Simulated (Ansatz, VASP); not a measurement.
**In in VASP and in Ansatz**

```
In
1.0
    -1.98732    1.98732    1.68922
     1.98732   -1.98732    1.68922
     1.98732    1.98732   -1.68922
In
1
Direct
  0.00000 0.00000 0.00000
```

Alike in both runs: task single point; functional LDA; k mesh 20 × 20 × 20; occupations gaussian, width 0.15 eV; no spin polarisation.

```csv
,VASP,Ansatz
version,VASP 6.6.1,Ansatz 0.2.0
potentials or method,"VASP PAW LDA potentials, release 64 (In_d)","scalar-relativistic, plane waves, PAW"
plane-wave cutoff (eV),520,420
valence electrons in the cell,13,13
```

|  | VASP | Ansatz | Ansatz less VASP |
| --- | --- | --- | --- |
| gap on the k mesh at the Fermi level (eV) | none | none | - |
| pressure (GPa) | -2.9 | -2.9 | 0.00 |
| largest component of the traceless stress (GPa) | 0.09 | 0.09 | +0.009 |

A gap of «none» marks a metal or a gap that the smearing closes.
